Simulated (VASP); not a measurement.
A run of VASP 6.6.1 is set up as follows.

The input POSCAR:

```
ZnS3
1.0
    4.0647319388      0.0000000000      0.0000000000
    0.0000000000      4.0647319388      0.0000000000
    0.0000000000      0.0000000000      4.0647319388
Zn S
1 3
Direct
    0.0000000000      0.0000000000      0.0000000000
    0.0000000000      0.5000000000      0.5000000000
    0.5000000000      0.0000000000      0.5000000000
    0.5000000000      0.5000000000      0.0000000000
```

The input INCAR.step1:

```
ALGO     = Normal         # electronic algorithm
EDIFF    = 1E-4           # SCF threshold, eV
ENCUT    = 520            # plane-wave cutoff, eV
GGA      = PE             # functional
ISMEAR   = 0              # smearing method
LASPH    = True           # aspherical terms in the spheres
LCHARG   = False          # write CHGCAR
LREAL    = False          # projectors in reciprocal space
LWAVE    = True           # write WAVECAR
NBANDS   = 23             # bands
NELM     = 100            # most SCF steps
PREC     = Accurate       # precision mode
SIGMA    = 0.1            # smearing width, eV
```

File INCAR.step2:

```
ALGO     = Normal         # electronic algorithm
EDIFF    = 1E-6           # SCF threshold, eV
ENCUT    = 520            # plane-wave cutoff, eV
ISIF     = 2              # what is computed and relaxed
ISMEAR   = 0              # smearing method
ISTART   = 1            
LASPH    = True           # aspherical terms in the spheres
LCHARG   = False          # write CHGCAR
LMIXTAU  = True         
LREAL    = False          # projectors in reciprocal space
LWAVE    = False          # write WAVECAR
METAGGA  = R2SCAN         # meta-GGA
NBANDS   = 23             # bands
NELM     = 100            # most SCF steps
PREC     = Accurate       # precision mode
SIGMA    = 0.1            # smearing width, eV
```

KPOINTS

```
k-points
0
Gamma
  4 4 4
```

Potentials or basis: VASP PAW PBE potentials, release 64 (Zn, S).

Launch:

```console
$ cat potpaw_PBE.64/Zn/POTCAR potpaw_PBE.64/S/POTCAR > POTCAR
$ cp INCAR.step1 INCAR
$ mpirun -np 1 vasp_std > vasp.out
$ cp INCAR.step2 INCAR
$ mpirun -np 1 vasp_std > vasp.out
```

**Question.** Estimate the pressure.

**Answer.** -0.1 GPa.

**Question.** Estimate the band gap on the k mesh.

**Answer.** None (metal or under the smearing width).

Caveat: the k mesh is coarse (spacing up to 0.39 Å⁻¹), so the values aren't converged; the PAW data sets were made with another functional, which shifts forces and pressure a little.
